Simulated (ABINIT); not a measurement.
The system is WC.

```xyz
2
Lattice="0.0000 2.1927 2.1927 2.1927 0.0000 2.1927 2.1927 2.1927 0.0000" Properties=species:S:1:pos:R:3 pbc="T T T"
W     0.0000    0.0000    0.0000
C     2.1927    2.1927    2.1927
```

Measurements of this composition are mostly on another form, of space group No. 187.

Base run:

* Program: ABINIT 10.8.3 (patched build)
* Functional: LDA
* Potentials or basis: JTH PAW PBE v2.0
* Cutoff: 626 eV
* k mesh: 10 × 10 × 10
* Occupations: fermi-dirac, width 0.05 eV
* Spin: no spin polarisation

Its results: band gap on the k mesh none (metal or under the smearing width); pressure -15.2 GPa.

Problem. After a change of settings the same cell gave: band gap on the k mesh none (metal or under the smearing width); pressure -3.1 GPa. Which change was it?
A. functional from LDA to RPBE
B. functional from LDA to AM05
C. functional from LDA to r2SCAN
D. functional from LDA to revPBE

Solution. C.

Caveats: the highest band is partly filled, so the run has too few bands; the PAW data sets were made with another functional, which shifts forces and pressure a little.
